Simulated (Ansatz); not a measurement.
# GaN (Fm-3m) in Ansatz: notebook

Aim: see how the results for GaN move with the level of theory and the settings. Levels: RPBE+D3(BJ)-ATM, RPBE+D3(BJ)+ATM. Tasks: single point, equation of state.

Program: Ansatz 0.2.0. These are calculated values, not measurements. Logs are shortened: lines on timing, memory, paths and dates and some standing lists are left out, and cuts for length are marked.

### Step 1. The structure

Symmetry: Fm-3m, No. 225, cubic system. The conventional cell has a = 4.270 Å, b = 4.270 Å, c = 4.270 Å, α = 90.00°, β = 90.00°, γ = 90.00°. Ga (site symmetry m-3m) is surrounded by 6 N at 2.14 Å. N (site symmetry m-3m) is surrounded by 6 Ga at 2.14 Å.

Measurements of this composition are mostly on another form, of space group No. 186.

### Step 2. Single point, RPBE+D3(BJ)-ATM, collinear spin, ferromagnetic start, 9.15 Å³/atom (volume scaled by 0.94)

Contents of input.yaml:

```yaml
crystal:
  lattice:
    - [0.0, 2.0916465448, 2.0916465448]
    - [2.0916465448, 0.0, 2.0916465448]
    - [2.0916465448, 2.0916465448, 0.0]
  atoms:
    - { symbol: Ga, position: [0.0, 0.0, 0.0], spin: 0.5 }
    - { symbol: "N", position: [0.5, 0.5, 0.5] }
hamiltonian:
  xc: rpbe
  pseudopotentials: { kind: nc, accuracy: standard }
  dispersion: d3bjatm
magnetization:
  spin_polarized: true
kpoints:
  mp_grid: { grid: [11, 11, 11] }
scf:
  occupations: { method: fermi_dirac, width: 0.05 }
output:
  forces: true
  stress: true
  eigenvalues: true
```

Potentials or basis: PseudoDojo standard (PBE files).

Launch:

```bash
> ansatz run input.yaml --threads 1 --pin off --max-ram 2560MiB --backend cpu --events-out ev --progress --plain --runs-dir out
```

Output:

```text
Warning: RAYON_NUM_THREADS=1 ignored (pool sized by the plan → 1); use --threads N
Engine: ansatz 0.2.0, aarch64-unknown-linux-gnu
Pseudopotentials: kind: nc
Pseudopotential: Ga, nc, valence charge 13, recommended cutoff 1088.45545 eV (normal), Ga.nc.azcp (PseudoDojo's, or run here from an input of PseudoDojo's; its table is named by hamiltonian.pseudopotentials.accuracy)
Pseudopotential: N, nc, valence charge 5, recommended cutoff 1142.878222 eV (normal), N.nc.azcp (PseudoDojo's, or run here from an input of PseudoDojo's; its table is named by hamiltonian.pseudopotentials.accuracy)
Functional definition: RPBE
  parameter kappa = 0.804
  parameter beta = 0.06672455060314922
  exchange = rpbe_x(kappa = kappa, mu = beta*pi^2/3)
  correlation = pbe_c(beta = beta)
Crystal: 2 atoms, lattice volume = 18.302 Å³
Basis set: ecut = 1142.878222 eV, 1639 PW (Γ), exchange–correlation on 72×72×72 points (8 copies of the dense FFT grid, shifted against one another)
Bands: 14, of which v1, the nominal top of the filled ones, is band 9 counted from 1 (8 counted from 0)
Symmetry: 48 space group operations
Space group: Fm-3m (ITA 225), of the structure as read, at distance tolerance 2.6e-5 Å
Magnetic group: BNS 225.116 (UNI 1618), of the structure as read, at distance tolerance 2.6e-5 Å
k-points: 56 of 1331
Non-local potential: Ga, projectors of the file, l = 0: 2, l = 1: 2, l = 2: 2
Non-local potential: N, projectors of the file, l = 0: 2, l = 1: 2
Initial density: superposition of atomic densities (chi_scale 0.1, normalization cell, long waves kept (reshape's long-wave potential 0.00 eV rms))
Starting moments: Σ|m| = 0.5 μB on 1 of 2 sites
Initial wavefunctions: pseudopotential atomic-orbital guess
Functional: x = rpbe, c = pbe(β = 0.06672455060314922)
SCF iter   1: F=—  HF=-2368.394269 eV  |F-HF|=—  |Δ(HF+E_count)|=         —  Δρ=7.37e-2 (↑5.80e-2 ↓7.37e-2)  dr2=1.92e0  dr2_m=2.57e-1  M=0.000 μB ∫|m|=0.028 μB  β_m=0.30  ethr=3.10e-3  ⟨swp⟩=5.4  Hψ=8612  notcnv=0
preconditioner: auto → none  [insulator: Δε(μ)=2.266 eV  Ē_g=21.295 eV  σ=0.050 eV  W_gap=1.00  n_scr=8 (ndim 8)  ℏωp=36.8 eV  f_vac=0.000  D(μ)=0.00/eV (n_scr^D=0)  ε∞_Penn≈4.0]
SCF iter   2: F=—  HF=-2367.934992 eV  |F-HF|=—  |Δ(HF+E_count)|=   4.59e-1  Δρ=4.29e-2 (↑2.65e-2 ↓4.29e-2)  dr2=1.86e-1  dr2_m=1.28e-1  M=0.000 μB ∫|m|=0.024 μB  β_m=0.30  ethr=3.10e-3  ⟨swp⟩=2.2  Hψ=3157  notcnv=0  defer=108
SCF iter   3: F=—  HF=-2367.925629 eV  |F-HF|=—  |Δ(HF+E_count)|=   9.36e-3  Δρ=2.72e-2 (↑1.83e-2 ↓2.72e-2)  dr2=3.92e-2  dr2_m=6.39e-2  M=0.000 μB ∫|m|=0.019 μB  β_m=0.30  ethr=1.03e-3  ⟨swp⟩=2.5  Hψ=2132  notcnv=0  defer=110
SCF iter   4: F=—  HF=-2367.936901 eV  |F-HF|=—  |Δ(HF+E_count)|=   1.13e-2  Δρ=1.50e-2 (↑1.50e-2 ↓1.30e-2)  dr2=1.86e-3  dr2_m=3.18e-2  M=0.000 μB ∫|m|=0.015 μB  β_m=0.30  ethr=2.18e-4  ⟨swp⟩=2.9  Hψ=2881  notcnv=0  defer=110
SCF iter   5: F=—  HF=-2367.940063 eV  |F-HF|=—  |Δ(HF+E_count)|=   3.16e-3  Δρ=9.88e-3 (↑9.88e-3 ↓9.59e-3)  dr2=5.70e-5  dr2_m=1.59e-2  M=0.000 μB ∫|m|=0.012 μB  β_m=0.30  ethr=1.04e-5  ⟨swp⟩=2.7  Hψ=2628  notcnv=0  defer=110
Mixer restart at iter 5: flushing history
spin-set hold released at iteration 5 (site moments contracting): the magnetisation degrees of freedom join the quasi-Newton model from the next iteration; the mixer history was flushed
SCF iter   6: F=—  HF=-2367.941631 eV  |F-HF|=—  |Δ(HF+E_count)|=   1.57e-3  Δρ=6.93e-3 (↑6.93e-3 ↓6.82e-3)  dr2=1.83e-5  dr2_m=7.91e-3  M=0.000 μB ∫|m|=0.009 μB  β_m=0.65  ethr=3.17e-7  ⟨swp⟩=2.0  Hψ=2436  notcnv=0  defer=110
SCF iter   7: F=—  HF=-2367.943255 eV  |F-HF|=—  |Δ(HF+E_count)|=   1.62e-3  Δρ=4.24e-4 (↑4.24e-4 ↓5.97e-5)  dr2=3.61e-5  dr2_m=6.72e-6  M=-0.000 μB ∫|m|=0.002 μB  β_m=0.56  ethr=1.01e-7  ⟨swp⟩=2.1  Hψ=2472  notcnv=0  defer=110
SCF iter   8: F=—  HF=-2367.943247 eV  |F-HF|=—  |Δ(HF+E_count)|=   7.72e-6  Δρ=1.94e-4 (↑1.09e-4 ↓1.94e-4)  dr2=1.34e-6  dr2_m=3.79e-6  M=-0.000 μB ∫|m|=0.001 μB  β_m=0.65  ethr=1.01e-7  ⟨swp⟩=2.2  Hψ=2213  notcnv=0  defer=110
SCF iter   9: F=—  HF=-2367.943249 eV  |F-HF|=—  |Δ(HF+E_count)|=   2.12e-6  Δρ=8.71e-5 (↑8.71e-5 ↓7.98e-5)  dr2=1.22e-8  dr2_m=1.17e-6  M=-0.000 μB ∫|m|=0.001 μB  β_m=0.82  ethr=5.56e-10  ⟨swp⟩=8.2  Hψ=7849  notcnv=0
SCF iter  10: F=—  HF=-2367.943250 eV  |F-HF|=—  |Δ(HF+E_count)|=   1.11e-6  Δρ=2.09e-5 (↑2.09e-5 ↓2.09e-5)  dr2=2.05e-9  dr2_m=7.22e-8  M=-0.000 μB ∫|m|=0.000 μB  β_m=0.84  ethr=6.75e-11  ⟨swp⟩=5.4  Hψ=7102  notcnv=0
SCF iter  11: F=—  HF=-2367.943250 eV  |F-HF|=—  |Δ(HF+E_count)|=   6.97e-8  Δρ=2.99e-6 (↑2.99e-6 ↓2.52e-6)  dr2=1.79e-10  dr2_m=1.17e-9  M=-0.000 μB ∫|m|=0.000 μB  β_m=0.76  ethr=1.14e-11  ⟨swp⟩=4.0  Hψ=4639  notcnv=0
SCF iter  12: F=-2367.943250 eV  HF=-2367.943250 eV  |F-HF|=3.64e-12  |Δ(HF+E_count)|=   1.11e-9  Δρ=1.79e-7 (↑1.79e-7 ↓1.61e-7)  dr2=6.47e-13  dr2_m=4.39e-12  M=-0.000 μB ∫|m|=0.000 μB  ethr=1.00e-12  ⟨swp⟩=3.0  Hψ=3677  notcnv=0
WARN: the starting moments were not kept: the SCF closed with an absolute magnetisation of 1.4e-6 μB, where they sum to 0.5 μB in size (1 site). That is at most 0.1 of that sum. Measured as dr2_m measures the in/out step, that magnetisation stands 9.6e-13 eV from none, at or under the dr2_threshold of 1.0e-7 eV: it is no larger than a step whose dr2_m would equal this threshold. The system may hold no moment; this SCF shows only that its start led to no more than that. To try another start: raise the starting moments (crystal.atoms[].spin, magnetization.per_species, magnetization.initial_magnetization, or on a non-collinear deck that types none of these the spinor_matrix: blocks that start its atoms; where the total moment is fixed, keep their sum and leave initial_magnetization as it is; typed ones take the place of any that the run laid by itself, positive ones on a crystal's lanthanoids without a Hubbard term where scf.initial_density.shell_occupations: [] is typed) or, if the notice of its spin-set hold's release reads "site moments contracting" or "site moments show no strong build", lengthen the hold (scf.mixing.spin_hold: { on: { confirm: 4 } }; for m-r²SCAN on two components see the key's manual first). Each may lead to a state that holds a moment. A second SCF, from the converged charge density, with the starting moments and any scf.initial_density.shell_occupations laid on it anew, would have followed, and was not run: the deck does not ask for one (magnetization.retry_lost_moments is false, the default). To let it run, set magnetization.retry_lost_moments: true and run the deck again, where that key's refused combinations let it; where memory then withholds it, that run's warning says so.
SCF 1 converged in 12 iterations: F = -2367.943250 eV  dr2 = 6.47e-13
SCF converged after 12 iterations
Magnetization: -0.0000 μB (9.0000 up, 9.0000 down)
Absolute magnetization: 0.0000 μB (∫|ρ↑−ρ↓|)
Spin contamination: 0.0000 ħ² per cell (⟨S²⟩ above its minimum at these occupations)
Per-site moments (μB) at R_I (Å): [(1.0597746745745044e-7, 0.8628041997300001), (-6.966158857681755e-7, 0.8628041997300001)]
Free energy (F): -2367.943250 eV
Harris-Foulkes:  -2367.943250 eV  (|F-HF|=3.64e-12)
Internal energy: -2367.943250 eV  (E = F + TS)
E sigma→0 (E₀):  -2367.943250 eV
Entropy (-TS):   -0.000000 eV (-0.000 meV/atom)
Fermi energy:    15.652907 eV
--- Per-component energies (eV) ---
  E_band       = 78.863479
  E_kinetic    = 1923.754509
  E_local      = -1246.903748  (includes V_loc(G=0)·N_el)
  E_nonlocal   = -1082.876374
  E_hartree    = 474.751828
  E_xc         = -659.037841
  E_vxc        = -464.614537  (∫ρ·V_xc dr)
  E_ewald      = -1774.664693
  E_disp       = -2.966931  (pairwise vdW)
  E_smearing   = -0.000000  (= −TS)
  E_closure    = 0.000000  (closes the sum)
  Σ components = -2367.943250   (vs F -2367.943250, Δ=0.00e0)
--- Forces (eV/Å), atoms counted from 1 ---
  atom   1  Ga    -0.00000000    -0.00000000    -0.00000000
  atom   2  N      0.00000000    -0.00000000    -0.00000000
  max |Σ_I F_I| component: 1.68e-29 eV/Å
--- Stress (GPa, compression-positive) ---
       -7.669115      -0.000000      -0.000000
       -0.000000      -7.669115      -0.000000
        0.000000       0.000000      -7.669115
  P = ⅓ Tr σ = -7.6691 GPa (-76.691 kbar)
--- Band table (eV; the first three rows and the last of 112) ---
  k-point 0 ↑: bands = ["-2.5218", "0.8302", "0.8302", "0.8302", "0.9492", "0.9492", "14.5061", "14.5061", "14.5061", "17.7605", "29.8960", "29.8960", "29.8960", "31.3478"]
  k-point 1 ↑: bands = ["-2.3565", "0.8233", "0.8395", "0.8395", "0.9369", "0.9369", "13.5368", "14.5238", "14.5238", "18.5410", "27.7957", "29.4289", "29.4289", "31.3057"]
  k-point 2 ↑: bands = ["-1.8741", "0.8050", "0.8332", "0.8332", "0.9357", "0.9357", "11.7157", "14.5781", "14.5781", "19.7168", "25.8393", "27.9300", "27.9300", "31.0141"]
  k-point 55 ↓: bands = ["-0.5818", "0.7945", "0.8676", "0.8732", "1.1156", "3.6580", "9.3310", "9.3577", "11.1232", "20.3951", "24.7161", "25.8754", "26.1474", "33.2408"]
```

Run time: 18 s. Hardware: 1 thread of Arm Neoverse N1, shared host; peak memory 0.36 GiB.

Results:

- Free energy: -2367.9433 eV
- Pressure: -7.7 GPa
- Band gap on the k mesh: 1.18 eV, indirect (least direct gap 3.25 eV)
- Net moment: 0.00 μB per cell
- Absolute moment: 0.00 μB per cell

Caveat: the potentials were made for another functional, which shifts forces and pressure; odd divisions of the mesh miss points on the zone boundary, where band edges often lie, so the gap on the mesh can be too wide; the starting moments weren't kept.

### Step 3. Single point, RPBE+D3(BJ)-ATM, collinear spin, ferromagnetic start, 9.35 Å³/atom (volume scaled by 0.96)

Edit input.yaml of step 2 so:

```diff
@@ -2,5 +2,5 @@
   lattice:
-    - [0.0, 2.0916465448, 2.0916465448]
-    - [2.0916465448, 0.0, 2.0916465448]
-    - [2.0916465448, 2.0916465448, 0.0]
+    - [0.0, 2.1063769354, 2.1063769354]
+    - [2.1063769354, 0.0, 2.1063769354]
+    - [2.1063769354, 2.1063769354, 0.0]
   atoms:
```

Potentials or basis: PseudoDojo standard (PBE files).

Launch:

```bash
> ansatz run input.yaml --threads 1 --pin off --max-ram 2560MiB --backend cpu --events-out ev --progress --plain --runs-dir out
```

It took 18 s on 1 thread of Arm Neoverse N1, shared host; peak memory 0.36 GiB.

The run converged. Its results:

| Property | Result |
| --- | --- |
| Free energy | -2367.9186 eV |
| Pressure | -12.5 GPa |
| Band gap on the k mesh | 1.04 eV, indirect (least direct gap 2.98 eV) |
| Net moment | 0.00 μB per cell |
| Absolute moment | 0.00 μB per cell |

Caveat: the potentials were made for another functional, which shifts forces and pressure; odd divisions of the mesh miss points on the zone boundary, where band edges often lie, so the gap on the mesh can be too wide; the starting moments weren't kept.

### Step 4. Single point, RPBE+D3(BJ)-ATM, collinear spin, ferromagnetic start, 9.54 Å³/atom (volume scaled by 0.98)

Edit input.yaml of step 3 so:

```diff
@@ -2,5 +2,5 @@
   lattice:
-    - [0.0, 2.1063769354, 2.1063769354]
-    - [2.1063769354, 0.0, 2.1063769354]
-    - [2.1063769354, 2.1063769354, 0.0]
+    - [0.0, 2.120904132, 2.120904132]
+    - [2.120904132, 0.0, 2.120904132]
+    - [2.120904132, 2.120904132, 0.0]
   atoms:
@@ -22 +22,5 @@
   eigenvalues: true
+  write_density: true
+  write_potential: true
+  elf: true
+  volumetric_format: npy
```

Launch:

```bash
> ansatz run input.yaml --threads 1 --pin off --max-ram 2560MiB --backend cpu --events-out ev --progress --plain --runs-dir out
```

Wall time 25 s (1 thread of Arm Neoverse N1, shared host); peak memory 0.36 GiB.

The run converged. Its results:

```yaml
Free_energy: -2367.8828 eV
Pressure: -16.8 GPa
Band_gap_on_the_k_mesh: 0.90 eV, indirect (least direct gap 2.72 eV)
Net_moment: 0.00 μB per cell
Absolute_moment: 0.00 μB per cell
```

Caveat: the potentials were made for another functional, which shifts forces and pressure; odd divisions of the mesh miss points on the zone boundary, where band edges often lie, so the gap on the mesh can be too wide; the starting moments weren't kept.

### Step 5. Single point, RPBE+D3(BJ)-ATM, collinear spin, ferromagnetic start, 9.74 Å³/atom

Edit input.yaml of step 4 so:

```diff
@@ -2,5 +2,5 @@
   lattice:
-    - [0.0, 2.120904132, 2.120904132]
-    - [2.120904132, 0.0, 2.120904132]
-    - [2.120904132, 2.120904132, 0.0]
+    - [0.0, 2.135235, 2.135235]
+    - [2.135235, 0.0, 2.135235]
+    - [2.135235, 2.135235, 0.0]
   atoms:
```

Launch:

```bash
> ansatz run input.yaml --threads 1 --pin off --max-ram 2560MiB --backend cpu --events-out ev --progress --plain --runs-dir out
```

Run time: 25 s. Hardware: 1 thread of Arm Neoverse N1, shared host; peak memory 0.36 GiB.

The run converged. Its results:

```
Free energy            : -2367.8371 eV
Pressure               : -20.6 GPa
Band gap on the k mesh : 0.77 eV, indirect (least direct gap 2.48 eV)
Net moment             : 0.00 μB per cell
Absolute moment        : 0.00 μB per cell
```

Caveat: the potentials were made for another functional, which shifts forces and pressure; odd divisions of the mesh miss points on the zone boundary, where band edges often lie, so the gap on the mesh can be too wide; the starting moments weren't kept.

### Step 6. Single point, RPBE+D3(BJ)-ATM, collinear spin, ferromagnetic start, 9.93 Å³/atom (volume scaled by 1.02)

Edit input.yaml of step 5 so:

```diff
@@ -2,5 +2,5 @@
   lattice:
-    - [0.0, 2.135235, 2.135235]
-    - [2.135235, 0.0, 2.135235]
-    - [2.135235, 2.135235, 0.0]
+    - [0.0, 2.1493760412, 2.1493760412]
+    - [2.1493760412, 0.0, 2.1493760412]
+    - [2.1493760412, 2.1493760412, 0.0]
   atoms:
@@ -22,5 +22 @@
   eigenvalues: true
-  write_density: true
-  write_potential: true
-  elf: true
-  volumetric_format: npy
```

Potentials or basis: PseudoDojo standard (PBE files).

Launch:

```bash
> ansatz run input.yaml --threads 1 --pin off --max-ram 2560MiB --backend cpu --events-out ev --progress --plain --runs-dir out
```

It took 18 s on 1 thread of Arm Neoverse N1, shared host; peak memory 0.37 GiB.

Results (log left out):

```
Free energy            : -2367.7828 eV
Pressure               : -24.0 GPa
Band gap on the k mesh : 0.65 eV, indirect (least direct gap 2.24 eV)
Net moment             : 0.00 μB per cell
Absolute moment        : 0.00 μB per cell
```

Caveat: the potentials were made for another functional, which shifts forces and pressure; odd divisions of the mesh miss points on the zone boundary, where band edges often lie, so the gap on the mesh can be too wide; the starting moments weren't kept.

### Step 7. Single point, RPBE+D3(BJ)-ATM, collinear spin, ferromagnetic start, 10.12 Å³/atom (volume scaled by 1.04)

Edit input.yaml of step 6 so:

```diff
@@ -2,5 +2,5 @@
   lattice:
-    - [0.0, 2.1493760412, 2.1493760412]
-    - [2.1493760412, 0.0, 2.1493760412]
-    - [2.1493760412, 2.1493760412, 0.0]
+    - [0.0, 2.1633334196, 2.1633334196]
+    - [2.1633334196, 0.0, 2.1633334196]
+    - [2.1633334196, 2.1633334196, 0.0]
   atoms:
@@ -22 +22,5 @@
   eigenvalues: true
+  write_density: true
+  write_potential: true
+  elf: true
+  volumetric_format: npy
```

Launch:

```bash
> ansatz run input.yaml --threads 1 --pin off --max-ram 2560MiB --backend cpu --events-out ev --progress --plain --runs-dir out
```

Wall time 25 s (1 thread of Arm Neoverse N1, shared host); peak memory 0.37 GiB.

Results (log left out):

```
Free energy            : -2367.7208 eV
Pressure               : -27.0 GPa
Band gap on the k mesh : 0.53 eV, indirect (least direct gap 2.01 eV)
Net moment             : 0.00 μB per cell
Absolute moment        : 0.00 μB per cell
```

Caveat: the potentials were made for another functional, which shifts forces and pressure; odd divisions of the mesh miss points on the zone boundary, where band edges often lie, so the gap on the mesh can be too wide; the starting moments weren't kept.

### Step 8. Single point, RPBE+D3(BJ)-ATM, collinear spin, ferromagnetic start, 10.32 Å³/atom (volume scaled by 1.06)

Edit input.yaml of step 7 so:

```diff
@@ -2,5 +2,5 @@
   lattice:
-    - [0.0, 2.1633334196, 2.1633334196]
-    - [2.1633334196, 0.0, 2.1633334196]
-    - [2.1633334196, 2.1633334196, 0.0]
+    - [0.0, 2.1771129849, 2.1771129849]
+    - [2.1771129849, 0.0, 2.1771129849]
+    - [2.1771129849, 2.1771129849, 0.0]
   atoms:
@@ -22,5 +22 @@
   eigenvalues: true
-  write_density: true
-  write_potential: true
-  elf: true
-  volumetric_format: npy
```

Launch:

```bash
> ansatz run input.yaml --threads 1 --pin off --max-ram 2560MiB --backend cpu --events-out ev --progress --plain --runs-dir out
```

It took 18 s on 1 thread of Arm Neoverse N1, shared host; peak memory 0.37 GiB.

The run converged. Its results:

* Free energy: -2367.6520 eV
* Pressure: -29.6 GPa
* Band gap on the k mesh: 0.42 eV, indirect (least direct gap 1.80 eV)
* Net moment: 0.00 μB per cell
* Absolute moment: 0.00 μB per cell

Caveat: the potentials were made for another functional, which shifts forces and pressure; odd divisions of the mesh miss points on the zone boundary, where band edges often lie, so the gap on the mesh can be too wide; the starting moments weren't kept.

### Step 9. Equation of state, RPBE+D3(BJ)+ATM, collinear spin, ferromagnetic start

Potentials or basis: PseudoDojo standard.

No new run: the results of the series are fitted here.

Results:

```
Equilibrium volume : 8.89 Å³/atom (rough: see the caveat)
Bulk modulus       : 280 GPa (rough)
```

Energy against volume, from the lowest point:
```tsv
volume (Å³/atom)	energy (meV/atom)
9.151	0.00
9.346	12.33
9.540	30.23
9.735	53.05
9.930	80.23
10.124	111.25
10.319	145.64
```

Caveat: the potentials were made for another functional, which shifts forces and pressure; the minimum lies outside the volumes run.

### Step 10. For comparison

An earlier run on the cell as given: functional PBE; potentials or basis Ansatz PAW; cutoff 420 eV (not typed: the program's choice for these potentials); k mesh 11 × 11 × 11; occupations fermi-dirac, width 0.05 eV; no spin polarisation.

* Pressure: -0.3 GPa
* Band gap on the k mesh: 0.55 eV, indirect (least direct gap 2.36 eV)
